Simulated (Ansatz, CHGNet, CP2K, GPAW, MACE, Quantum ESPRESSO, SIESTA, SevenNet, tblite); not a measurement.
# Quantum ESPRESSO on BeSe(110)/BP(110) interface (50 atoms): settings against a plane-wave reference, part 2 of 2

How do the settings of Quantum ESPRESSO change the result for BeSe(110)/BP(110) interface (50 atoms)? A plane-wave run serves as the yardstick.

Program: Quantum ESPRESSO 7.5; the method stands at each step. Banners, paths, timers and routine set-up lines are dropped from the logs unmarked, and long logs keep their key lines alone; longer cuts are marked.

So far. Step 2 (PBE, sssp-1.3.0-efficiency, 45/360 Ry): Forces lie 0.49 % from the reference's, at 19 times its CPU time (on 2 against 4 cores). Step 3 (PBE+D3(BJ), sssp-1.3.0-efficiency, 45/360 Ry): Against the first run (0.49 %), the force difference from the reference is 1.5 %, at 1.00 times the CPU time; the model has changed, so this is no error of the program alone.

## 4. PBE, dojo-0.4.1-standard, 60/240 Ry

Method: Kohn-Sham DFT, PBE, PseudoDojo 0.4.1 standard norm-conserving pseudopotentials, plane waves.

The pseudopotential files are exchanged too: ./pseudo now holds the set dojo-sr-pbe-0.4.1-standard.

pw.in

```
&control
  calculation = 'scf'
  pseudo_dir = './pseudo'
  outdir = './tmp'
  disk_io = 'none'
  tprnfor = .true.
  tstress = .true.
/
&system
  ibrav = 0
  nat = 50
  ntyp = 4
  ecutwfc = 60
  ecutrho = 240
  nosym = .true.
  occupations = 'smearing'
  smearing = 'fd'
  degauss = 0.003675
/
&electrons
  conv_thr = 2.5e-07
  electron_maxstep = 100
  mixing_beta = 0.2
  mixing_mode = 'local-TF'
  diagonalization = 'david'
/
ATOMIC_SPECIES
Be 9.012 Be.upf
Se 78.971 Se.upf
B 10.810 B.upf
P 30.974 P.upf
CELL_PARAMETERS angstrom
6.29400 0.00000 0.00000
0.00000 8.90100 0.00000
0.00000 0.00000 13.07122
ATOMIC_POSITIONS crystal
[... 50 atom lines left out: the same atoms as in the first run ...]
K_POINTS gamma
```

Command:

```bash
$ OMP_NUM_THREADS=1 mpirun -np 2 pw.x -in pw.in > output.txt
```

Log:

```text
[banner, memory and clock lines left out]
Program PWSCF
     gamma-point specific algorithms are used
     bravais-lattice index     =            0
     lattice parameter (alat)  =      11.8939  a.u.
     unit-cell volume          =    4941.7215 (a.u.)^3
     number of atoms/cell      =           50
     number of atomic types    =            4
     number of electrons       =       308.00
     number of Kohn-Sham states=          185
     kinetic-energy cutoff     =      60.0000  Ry
[... lines left out ...]
     scf convergence threshold =      2.5E-07
[... lines left out ...]
     number of k points=     1  Fermi-Dirac smearing, width (Ry)=  0.0037
[... lines left out ...]
     total energy              =   -2748.31135764 Ry
[... lines left out ...]
     total energy              =   -2747.31373804 Ry
[... lines left out ...]
     total energy              =   -2747.77948561 Ry
[... lines left out ...]
     total energy              =   -2747.75351545 Ry
[... lines left out ...]
     total energy              =   -2747.75351556 Ry
[... lines left out ...]
          k = 0.0000 0.0000 0.0000 ( 19403 PWs)   bands (ev):
   -93.4676 -93.3132 -93.2827 -93.0967 -93.0557 -93.0515 -93.0251 -93.0214
   -92.9755 -40.6958 -40.6609 -40.6394 -40.5942 -40.5726 -40.5650 -40.5567
   -40.5436 -40.5310 -40.5275 -40.5228 -40.5180 -40.4976 -40.4845 -40.4659
[...]
10.8571  10.9845  11.0975  11.2400  11.3280  11.3864  11.5067  11.5751
    11.5935  11.6744  11.7940  11.9142  12.1673  12.1959  12.2530  12.2816
    12.3645
     the Fermi energy is     8.1923 ev
!    total energy              =   -2747.75351555 Ry
     estimated scf accuracy    <       0.00000013 Ry
     smearing contrib. (-TS)   =      -0.01399381 Ry
     internal energy E=F+TS    =   -2747.73952174 Ry
     The total energy is F=E-TS. E is the sum of the following terms:
     one-electron contribution =   -1912.27199411 Ry
     hartree contribution      =    1014.22566828 Ry
     xc contribution           =    -584.27997957 Ry
     ewald contribution        =   -1265.41321633 Ry
     convergence has been achieved in  18 iterations
     Forces acting on atoms (cartesian axes, Ry/au):
     atom    1 type  1   force =    -0.01103356   -0.00364111   -0.04045500
     atom    2 type  2   force =    -0.01346474   -0.00624074   -0.02380621
     atom    3 type  1   force =    -0.02267279    0.00800381   -0.02396080
[...]
atom   49 type  3   force =     0.00231271   -0.03992010   -0.04311653
     atom   50 type  4   force =     0.00929061    0.02807680    0.06325732
     Total force =     0.454535     Total SCF correction =     0.001000
     Computing stress (Cartesian axis) and pressure
          total   stress  (Ry/bohr**3)                   (kbar)     P=     -278.06
  -0.00140960  -0.00014390  -0.00001066         -207.36      -21.17       -1.57
  -0.00014390  -0.00195268  -0.00003760          -21.17     -287.25       -5.53
  -0.00001066  -0.00003760  -0.00230838           -1.57       -5.53     -339.57
     Message from routine punch:
     Nothing written, as per user request (disk_io='none')
```

It took 62 s on 2 MPI ranks of Intel Xeon Platinum 8559C (Emerald Rapids), shared host; peak memory 0.69 GiB; 2.1 min of CPU time.

Compared with the plane-wave run:

| Quantity | Value |
| --- | --- |
| r.m.s. force component | 0.9542 eV/Å |
| r.m.s. difference of force components | 7.542 meV/Å |
| longest difference of force vectors | 30.75 meV/Å |
| force difference over r.m.s. force | 0.7912 % |
| slope of forces against the reference's | 1.001 |
| correlation of force components | 1 |
| pressure | -27.81 GPa |
| pressure difference | -29.94 GPa |

This is a coarse setting, run to see what it loses.

Against the first run (0.49 %), the force difference from the reference is 0.79 %, at 0.62 times the CPU time.

## 5. All runs compared

Differences are against the plane-wave reference, forces as r.m.s. over components; share is that over the reference's r.m.s. force, slope the least-squares factor from reference forces to these. Total energies of different programs have different zeros and aren't compared.

| run | Δ force, r.m.s. (meV/Å) | share (%) | slope | Δ pressure (GPa) | cores | CPU time | memory (GiB) |
| --- | --- | --- | --- | --- | --- | --- | --- |
| reference | - | - | - | - | 4 | 11 s | 0.9 |
| QE PBE, sssp-1.3.0-efficiency, 45/360 Ry | 4.67 | 0.490 | 1.001 | 0.0559 | 2 | 3.4 min | 1.3 |
| QE PBE+D3(BJ), sssp-1.3.0-efficiency, 45/360 Ry | 14.1 | 1.48 | 1.002 | -3.27 | 2 | 3.4 min | 1.4 |
| QE PBE, dojo-0.4.1-standard, 60/240 Ry (coarse) | 7.54 | 0.791 | 1.001 | -29.9 | 2 | 2.1 min | 0.69 |

Rows marked coarse were listed beforehand as settings not expected to be converged; some can still land near the reference.

CPU time is summed over cores on a shared host, where runs went side by side, so it is rough. Symmetry, cutoffs, thresholds, outputs and thread counts weren't matched or tuned between programs; memory under MPI is the largest rank's times the ranks.

## 6. What came out

```json
{
 "nearest in forces": "QE PBE, sssp-1.3.0-efficiency, 45/360 Ry, 0.49 %",
 "its CPU time": "3.4 min"
}
```

**Reading.** PBE on plane waves or a grid with other potentials, cutoffs or grids, coarse settings apart, differs from the reference by 0.49 % (QE PBE, sssp-1.3.0-efficiency, 45/360 Ry) of the r.m.s. force; this holds the reference's own error, so differences of a few per cent don't tell which side is nearer the exact PBE result (QE's 45 Ry are 612 eV, against the reference's 420 eV). Rows with another functional or a dispersion term differ by 1.5 % (QE PBE+D3(BJ), sssp-1.3.0-efficiency, 45/360 Ry), which mixes the change of model with differences of basis and potentials. Runs with settings chosen to be coarse differ by 0.79 % (QE PBE, dojo-0.4.1-standard, 60/240 Ry), their programs' other errors included. None of the electronic-structure runs in the table takes under half the reference's CPU time of 11 s; they take 12 to 19 times as much. In pressure, QE PBE, dojo-0.4.1-standard, 60/240 Ry misses by -29.9 GPa, at the same functional; a cutoff this low leaves a large Pulay stress. The potentials hold different valence shells: 290 electrons in the reference, 218 in Quantum ESPRESSO with SSSP and 308 in Quantum ESPRESSO with DOJO; this bears on time and differences. The reference's stress is far from hydrostatic: its diagonal is 9.2, 1.3, -4.1 GPa, compression counted positive. The host structure and its lattice constant were typed by rule, without a check against the phase diagram. The reference's pressure of 2.1 GPa belongs to a cell and atoms that aren't relaxed at this level. The electronic-structure runs sample only Γ, in a cell whose shortest periodic width is 6 Å, which is coarse for a cell with partly filled levels.

[Also dropped from logs without a mark: logging warnings of Python, and SIESTA's first energy breakdown and zero terms.]

[Logs are printed without paths, hosts, clocks, repeated set-up lines and the standing remarks that a program may print on its own settings, such as how far it seeks lower states.]

[Hosts, paths, dates, database ids (printed as entryN), source tags and the programs' standing remarks are cut or masked in the printed files.]
